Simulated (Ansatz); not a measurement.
**Calculated field gradients at the nuclei for CdSe**

The cell is a structure deposited in the COD whose atoms were relaxed with PBE, the cell held.

```yaml
crystal:
  lattice:
    - [4.29900, 0.00000, 0.00000]
    - [-2.14950, 3.72304, 0.00000]
    - [0.00000, 0.00000, 7.01000]
  atoms:
    - { symbol: Cd, position: [0.33333, 0.66667, 0.00048] }
    - { symbol: Cd, position: [0.66667, 0.33333, 0.50048] }
    - { symbol: Se, position: [0.33333, 0.66667, 0.37631] }
    - { symbol: Se, position: [0.66667, 0.33333, 0.87631] }
```

Sites (sets of like atoms) are named by element and the number of their first atom in this list.

The numbers come from a DFT calculation in Ansatz (PBE, plane waves and PAW, scalar-relativistic, 420 eV cutoff, Γ-centred 12×12×6 k-points, Fermi–Dirac smearing 0.02 eV).

C_Q = eQV_zz/h, which is 24.18 MHz for Q = 1 b and V_zz = 10²¹ V/m²; η = (V_xx − V_yy)/V_zz.

| site | atoms (order as listed) | first shell | V_xx, V_yy, V_zz (10²¹ V/m²) | η | C_Q (MHz) |
| --- | --- | --- | --- | --- | --- |
| Cd | 1, 2 | 4 Se at 2.63 Å | -0.084, -0.084, 0.17 | 0.00 | – |
| Se | 3, 4 | 4 Cd at 2.63 Å | -0.073, -0.073, 0.15 | 0.00 | – |

An axis of threefold or higher order runs through Cd and Se, so V_zz lies along it and η is zero.

Cd, Se have no stable isotope with a ground-state quadrupole moment in the table, so no C_Q is given.

Without spin–orbit coupling (the program notes it for Cd) the gradients can shift somewhat, as the gap is small.
